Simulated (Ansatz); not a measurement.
## BP: P interstitial

The calculation used DFT PBE, scalar-relativistic, plane waves, PAW (Ansatz 0.2.0). (420 eV cutoff, 3×3×3 k-mesh, Gaussian smearing of 0.01 eV, collinear spin in charge 0, +2 alone)

Host crystal, relaxed:

```xyz
2
Lattice="0.0000 2.2741 2.2741 2.2741 0.0000 2.2741 2.2741 2.2741 0.0000" Properties=species:S:1:pos:R:3 pbc="T T T"
B     0.0000    0.0000    0.0000
P     1.1370    1.1370    1.1370
```

Supercell of 32 atoms, rows in host cell vectors: 1 -3 1; -3 1 1; 1 1 -3. Atoms relax at the host's cell, keeping the symmetry that the supercell leaves at the site. The cell is small, so energies carry finite-size errors of tenths of an eV. The host's Kohn–Sham gap is 1.25 eV. Atoms are taken from and returned to the elements' standard states. Charged cells are corrected for image charges with the computed static dielectric tensor (mean 9.3) and aligned with the host's potential at far atoms (alignment terms reach 0.99 eV; the program doubts the alignment in some charges, where it is up to 0.99 eV). No band-filling term is added, and the Fermi level counts from the host's valence band top.

Defect: P interstitial set at (0.500, 0.500, 0.500) of the host cell. Before relaxation its nearest neighbours are 4 P at 1.97 Å, 6 B at 2.27 Å.

```json
{"charge": "+2", "E_f at the valence band top (eV)": "9.40", "over the neutral state (eV)": "-1.28", "moment (μB)": "0.18", "largest move (Å)": "0.21", "atoms near the site": "4 P at 2.18 Å, 6 B at 2.32 Å"}
{"charge": "+1", "E_f at the valence band top (eV)": "9.75", "over the neutral state (eV)": "-0.93", "moment (μB)": "0.00", "largest move (Å)": "0.22", "atoms near the site": "4 P at 2.19 Å, 6 B at 2.31 Å"}
{"charge": "0", "E_f at the valence band top (eV)": "10.68", "over the neutral state (eV)": "0.00", "moment (μB)": "1.30", "largest move (Å)": "0.24", "atoms near the site": "4 P at 2.21 Å, 6 B at 2.30 Å"}
```

Among the charges computed the stable one is +2 at the valence band top, changing to +1 at 0.35 eV, changing to 0 at 0.93 eV. In charge +2, +1, 0 the cell has partly filled bands: a level of the defect may be part filled, the carrier may sit in the host's bands, or levels may cross between the k points, so transitions that involve it are doubtful. Without the alignment that the program doubts, the level (+1/0) would lie at 1.50 eV, outside the gap, so these runs don't decide whether the defect changes charge there. Other sites of the defect weren't tried. Fractional moments come from partly filled bands of the small cell.